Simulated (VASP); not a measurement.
Crystal: Sb.

```
Sb
1.0
     2.16052    1.24737    3.78343
    -2.16052    1.24737    3.78343
     0.00000   -2.49475    3.78343
Sb
2
Cartesian
  0.0000 0.0000 2.6415
  0.0000 0.0000 8.7088
```

The cell isn't the ideal one: a relaxed cell with its volume scaled by 0.96.

```yaml
Program: VASP 6.6.1
Task: relaxation of shape and atoms at fixed volume
Functional: PBE
Potentials_or_basis: VASP PAW PBE potentials, release 64 (Sb)
Cutoff: 300 eV
k_mesh: 6 × 6 × 5
Occupations: methfessel-paxton, width 0.1 eV
Spin: no spin polarisation
```

At the start: pressure 2.3 GPa; volume 30.59 Å³/atom.

Question: Where does the relaxation end?

Answer: Over 6 steps the energy falls by 2.9 meV/atom; space group R-3m (No. 166, to 0.05 Å).

The path:
```
step  energy change (eV)  largest force (eV/Å)  pressure (GPa)
   1              0.0000                0.2136            2.28
   2             -0.0038                0.1101            1.96
   3             -0.0055                0.0351            1.50
   4             -0.0055                0.0176            1.55
   5             -0.0058                0.0078            1.54
   6             -0.0058                0.0007            1.52
```

Final structure:
```
Sb
1.0
     2.17290    1.25453    3.74042
    -2.17290    1.25453    3.74042
     0.00000   -2.50905    3.74042
Sb
2
Direct
  0.23480 0.23480 0.23480
  0.76520 0.76520 0.76520
```
